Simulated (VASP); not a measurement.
Runs of VASP 6.6.1 on ZnSe. The structure is cubic, space group F-43m (No. 216). Conventional cell: a = 5.665 Å, b = 5.665 Å, c = 5.665 Å, α = 90.00°, β = 90.00°, γ = 90.00°. Around Zn (site symmetry -43m) lie 4 Se at 2.45 Å. Se (site symmetry -43m) has 4 Zn at 2.45 Å as nearest neighbours. The cell is a database's computed one.

```csv
task,level,potentials or basis,cell,k mesh,cutoff (eV),mesh quality,gap on the mesh (eV),pressure (GPa),relaxed volume (Å³/atom)
relaxation of cell and atoms,LDA,"VASP PAW LDA potentials, release 64 (Zn, Se)",relaxed,8 × 8 × 8,600,not flagged,1.27,0.0,21.67
single point,PBEsol,"VASP PAW PBE potentials, release 64 (Zn, Se)",as given,8 × 8 × 8,520,not flagged,1.18,(b),-
relaxation of cell and atoms,RPBE,"VASP PAW PBE potentials, release 64 (Zn, Se)",relaxed,8 × 8 × 8,600,not flagged,1.16,0.0,24.56
relaxation of cell and atoms,PBEsol,"VASP PAW PBE potentials, release 64 (Zn, Se)",relaxed,8 × 8 × 8,580,not flagged,1.23,0.0,22.43
relaxation of cell and atoms,PBEsol,"VASP PAW PBE potentials, release 64 (Zn, Se)",relaxed,4 × 4 × 4,600,coarse,(a),0.0,(c)
relaxation of cell and atoms,PBEsol,"VASP PAW PBE potentials, release 64 (Zn, Se)",relaxed,8 × 8 × 8,600,not flagged,1.23,0.0,22.43
```

Alike in all rows: no spin polarisation; smearing gaussian 0.02 eV.

**Question.** Estimate the missing entries.

**Answer.** (a) 1.19; (b) -0.8; (c) 22.56.

Caveats: some runs use coarse meshes; the PAW data sets were made with another functional, which shifts forces and pressure a little (some runs).

A k mesh can miss the band edges, and the runs leave out spin-orbit coupling on Se.

Runs at the PBE level aren't shown here.
